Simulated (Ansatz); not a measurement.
# What settings do to one calculation: H started at a second open point in cubic perovskite CsPbBr3, 11 atoms, charge −1

Ansatz (PAW, plane waves), atoms fixed. The base input:

```yaml
crystal:
  lattice:
    - [11.763330, 0.000000, 0.000000]
    - [0.000000, 5.881665, 0.000000]
    - [0.000000, 0.000000, 5.881665]
  atoms:
    - { symbol: Cs, position: [0.976290, 0.968644, 0.025703] }
    - { symbol: Cs, position: [0.504151, 0.026286, 0.996133] }
    - { symbol: Pb, position: [0.264553, 0.511553, 0.504034] }
    - { symbol: Pb, position: [0.745066, 0.515250, 0.502768] }
    - { symbol: Br, position: [0.244432, 0.504246, 0.022348] }
    - { symbol: Br, position: [0.762168, 0.496956, 0.992362] }
    - { symbol: Br, position: [0.000311, 0.473913, 0.522889] }
    - { symbol: Br, position: [0.493174, 0.483511, 0.523904] }
    - { symbol: Br, position: [0.267196, 0.010749, 0.489121] }
    - { symbol: Br, position: [0.749431, 0.978286, 0.511711] }
    - { symbol: H, position: [0.382715, 0.287315, 0.269753] }
kpoints:
  mp_grid: { grid: [2, 2, 2], shift: [0.5, 0.5, 0.5] }
hamiltonian:
  xc: pbesol
total_charge: -1
scf:
  occupations: { method: fermi_dirac, width: 0.01 }
output:
  forces: true
  eigenvalues: true
  populations: true
  charged_corrections: { epsilon: 20 }
```

Command:

```sh
ansatz run in.yaml --threads 7 --pin off --max-ram 13300MiB --runs-dir r --events-out ev --progress --plain
```

It converged in 10 iterations and 2.3 s of wall time on 7 threads of a Neoverse-V2 processor, on a host shared with other runs; peak host memory 0.97 GiB; largest force component 2.47 eV/Å. The cutoff was the default, 420 eV. The base isn't a converged reference: it has few k points, and its atoms are unrelaxed. Each run below changes the keys shown and caps the iterations.

```
run                                                                           changed         ending  iterations  free energy less the base (meV per atom)  rms change of forces (eV/Å)  change of pressure (GPa)  wall time (s, shared host)
  1                  max_iter 100, k points a 2×2×1 mesh centred on Γ, total_charge 0      converged          32                                other zero                        0.883                         –                     2.2 CPU
  2                                  accuracy low, xc hf, max_iter 60, total_charge 5      converged         117                                other zero                        2.036                         –                     110 CPU
  3                                     ecutrho_ratio 8, mixing beta 0.2, max_iter 70      converged          12                                       0.0                        0.000                         –                     2.8 CPU
  4                              width 1.0 eV, mixing algorithm anderson, max_iter 60      converged           9                                    -374.6                        0.545                         –                     4.1 CPU
  5                                                      mixing beta 0.2, max_iter 50      converged          12                                       0.0                        0.000                         –                     2.2 CPU
  6                                   max_iter 50, k points a 1×1×2 mesh centred on Γ      converged          10                                    -132.0                        0.312                         –                     1.1 CPU
  7              xc_grid 2 (2 is the default), max_iter 14, mixing algorithm anderson      converged          10                                       0.0                        0.000                         –                     2.4 CPU
  8             mixing algorithm msr1, mixing beta 1.5, max_iter 100, total_charge -2        refused           –                                         –                            –                         –                           –
  9                                                                        max_iter 2  not converged           –                                         –                            –                         –                           –
 10  mixing beta 1.5, ecutwfc 240 eV, max_iter 50, k points a 2×2×2 mesh centred on Γ        refused           –                                         –                            –                         –                           –
```

«Other zero»: another functional, charge or dispersion term moves the zero of energy, so the difference says nothing of accuracy.

Runs with exact exchange count the iterations of all their loops.

Which changes leave the result alone, and which of the same physical model moves the forces most?

The forces move by under 0.002 eV/Å in runs 3, 5, 7. Run 4 (width 1.0 eV, mixing algorithm anderson, max_iter 60) moves them most among the runs with the same functional, charge and dispersion term, by 0.545 eV/Å.

Why did some runs give no result?

- run 8: invalid value for `scf.mixing.beta`: must be finite and in (0, 1]; got 1.5
- run 9: did not converge after 2 iterations: dr2 = 1.72e-1 (threshold 1.00e-7), under the density mixer `msr1`, which `scf.mixing.algorithm: auto` chose by the deck's other keys (type `scf.mixing.algorithm: msr1` to keep it);
- run 10: invalid value for `scf.mixing.beta`: must be finite and in (0, 1]; got 1.5
